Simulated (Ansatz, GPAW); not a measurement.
Given: the input of a run of Ansatz 0.2.0 on Ta. 

File input.yaml:

```yaml
crystal:
  lattice:
    - [-1.65128, 1.65128, 1.65128]
    - [1.65128, -1.65128, 1.65128]
    - [1.65128, 1.65128, -1.65128]
  atoms:
    - { symbol: Ta, position: [0.0, 0.0, 0.0] }
hamiltonian:
  xc: pbe
  pseudopotentials: { kind: paw }
kpoints:
  mp_grid: { grid: [11, 11, 11] }
scf:
  occupations: { method: gaussian, width: 0.02 }
output:
  forces: true
  stress: true
  eigenvalues: true
```

Potentials or basis: Ansatz PAW.

Launch:

```sh
$ ansatz run input.yaml --threads 2 --pin off --max-ram 5632MiB --backend cpu --events-out ev --progress --plain --runs-dir out
```

Task: Set up the same calculation for GPAW 26.7.0 (ASE script). Potentials or basis there: GPAW PAW data sets (gpaw-data 1.2.1), cutoff 600 eV.

Result: As run (cutoffs and basis follow the program's own potentials, and thresholds, step limits or extra output files can differ):

Contents of run.py:

```python
from ase.dft.bandgap import bandgap
from ase.io import read, write
from ase.units import GPa
from gpaw import GPAW, PW

atoms = read('Ta.xyz')

calc = GPAW(mode=PW(600),
            xc='PBE',
            kpts={'size': (11, 11, 11), 'gamma': True},
            occupations={'name': 'methfessel-paxton', 'order': 0, 'width': 0.02},
            nbands=15,
            convergence={'density': 1e-05, 'energy': 1e-05},
            maxiter=150,
            txt='gpaw.txt')
atoms.calc = calc
energy = atoms.get_potential_energy()
forces = atoms.get_forces()
stress = atoms.get_stress()
calc.write('gs.gpw')
write('result.traj', atoms)
print(f'Energy: {energy:.6f} eV')
print('Forces (eV/A):')
print(forces.round(4))
print('Stress (GPa):', (stress / GPa).round(3))
print('Fermi level:', round(calc.get_fermi_level(), 4), 'eV')
print(f'Gap: {bandgap(calc)[0]:.4f} eV, direct: {bandgap(calc, direct=True)[0]:.4f} eV')
```

Contents of Ta.xyz:

```xyz
1
Lattice="-1.6512800000 1.6512800000 1.6512800000 1.6512800000 -1.6512800000 1.6512800000 1.6512800000 1.6512800000 -1.6512800000" Properties=species:S:1:pos:R:3 pbc="T T T"
Ta     0.0000000000      0.0000000000      0.0000000000
```

Potentials or basis: GPAW PAW data sets (gpaw-data 1.2.1), pw.

Command:

```console
$ OMP_NUM_THREADS=1 python run.py
```

Both were run:

|  | Ansatz | GPAW |
| --- | --- | --- |
| Pressure | 2.1 GPa | 2.3 GPa |

Ansatz's pressure holds a Pulay term of +0.06 GPa for its cutoff of 420 eV, which the other run lacks.

Where Ansatz's input types no cutoff or centring, it takes its own default and a Γ-centred mesh.

Pressure is positive in compression.
